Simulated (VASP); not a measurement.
GaAs in VASP 6.6.1, single-point calculation

INCAR

```
GGA = PE
LREAL = .FALSE.
LWAVE = .FALSE.
NELM = 51
NBANDS = 16
LASPH = .TRUE.
EDIFF = 1E-7
SIGMA = 0.02
ISIF = 2
LCHARG = .FALSE.
ISMEAR = -1
PREC = Accurate
IBRION = -1
NSW = 0
ENCUT = 520
```

KPOINTS

```
KPOINTS created by Atomic Simulation Environment
0
Monkhorst-Pack
8 8 8
0 0 0
```

POSCAR

```
Ga As
 1.0000000000000000
     0.0000000000000000    2.9866362998999998    2.8330831910000001
     2.9866362998999998    0.0000000000000000    2.8330831910000001
     2.9866362998999998    2.9866362998999998    0.0000000000000000
 Ga  As
   1   1
Cartesian
  0.0000000000000000  0.0000000000000000  0.0000000000000000
  1.4933181499499997  1.4933181499499997  1.4165415955000000
```

The recommended PBE PAW datasets give the neutral cell 18 valence electrons.

Command

```
mpirun -np 1 vasp_std
```

Q: Predict the outcome of this run.

A: It converged. Results: gap between bands v and c on the k mesh 0.61 eV; least direct gap on the k mesh 0.61 eV; pressure -3.2 GPa. Band v is the last that the valence electrons fill when counted band by band, and c is the next.

OSZICAR

```
N       E                     dE             d eps       ncg     rms          rms(c)
DAV:   1     0.817738343021E+02    0.81774E+02   -0.89103E+03  4704   0.148E+03
DAV:   2    -0.178845836831E+01   -0.83562E+02   -0.79652E+02  5216   0.299E+02
DAV:   3    -0.826401654363E+01   -0.64756E+01   -0.64538E+01  5728   0.656E+01
DAV:   4    -0.836739908239E+01   -0.10338E+00   -0.10337E+00  5600   0.926E+00
DAV:   5    -0.836892396815E+01   -0.15249E-02   -0.15249E-02  5912   0.998E-01    0.258E+00
DAV:   6    -0.824197329205E+01    0.12695E+00   -0.21165E-01  7072   0.703E+00    0.153E+00
DAV:   7    -0.822868949942E+01    0.13284E-01   -0.50495E-02  5472   0.149E+00    0.545E-01
DAV:   8    -0.822962543378E+01   -0.93593E-03   -0.88483E-03  5544   0.102E+00    0.814E-02
DAV:   9    -0.823002827007E+01   -0.40284E-03   -0.89271E-04  5960   0.377E-01    0.536E-02
DAV:  10    -0.823009455756E+01   -0.66287E-04   -0.62783E-05  6104   0.652E-02    0.290E-02
DAV:  11    -0.823015041253E+01   -0.55855E-04   -0.83844E-05  5352   0.646E-02    0.456E-03
DAV:  12    -0.823015077640E+01   -0.36387E-06   -0.13483E-06  5904   0.135E-02    0.208E-03
DAV:  13    -0.823015127678E+01   -0.50038E-06   -0.56730E-07  5792   0.557E-03    0.567E-04
DAV:  14    -0.823015128478E+01   -0.80036E-08   -0.14697E-08  4624   0.123E-03
   1 F= -.82301513E+01 E0= -.82301513E+01  d E =-.125681E-08
```

Standard output (part)

```
POSCAR found type information on POSCAR GaAs
 POSCAR found :  2 types and       2 ions
 LDA part: xc-table for (Slater+PW92), standard interpolation
 POSCAR, INCAR and KPOINTS ok, starting setup
 WAVECAR not read
 entering main loop
```

The shifted mesh misses Γ, so a band edge there is missed.

For comparison, a separate PBE run of the intended cell, on usual settings and not on those above, gives a gap of 0.25 eV on its mesh and a pressure of -3.2 GPa.
